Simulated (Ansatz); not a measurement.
**Tetragonal deformation path in SiO$_{2}$**

Level of theory: Ansatz 0.2.0, DFT PBE, scalar-relativistic, plane waves, PAW. The runs took a 420 eV cutoff, a Γ-centred 8×8×8 mesh and Gaussian smearing (0.05 eV). No spin polarisation. Energies are free energies at this smearing, counted from the undisturbed cell; pressure is positive in compression.

The starting cell (relaxed at this level; this form isn't the usual structure):

```
CELL_PARAMETERS angstrom
-2.51337 2.51337 3.68939
2.51337 -2.51337 3.68939
2.51337 2.51337 -3.68939
ATOMIC_POSITIONS crystal
Si 0.00000 0.00000 0.00000
Si 0.75000 0.25000 0.50000
O 0.96701 0.62500 0.84201
O 0.37500 0.21701 0.34201
O 0.78299 0.12500 0.15799
O 0.87500 0.03299 0.65799
```

At fixed volume and fractional coordinates, lengths along (0.000, 0.000, 1.000) are scaled against those across it; ρ is that ratio over its starting value.

```tsv
ρ	ΔE (meV/atom)
0.800	73.6
0.850	40.1
0.920	11.1
0.960	2.7
1.000	0.0
1.050	4.5
1.100	18.0
1.200	72.9
1.300	167.6
```

Problem. Predict the pressure (GPa) at each point.

Solution.
| ρ | pressure (GPa) |
| --- | --- |
| 0.800 | -3.8 |
| 0.850 | -2.1 |
| 0.920 | -0.6 |
| 0.960 | -0.2 |
| 1.000 | 0.0 |
| 1.050 | -0.1 |
| 1.100 | -0.6 |
| 1.200 | -2.2 |
| 1.300 | -4.6 |

Cost: 9 runs of about 1.6 core-minutes in all, on Arm Neoverse V2 (shared hosts).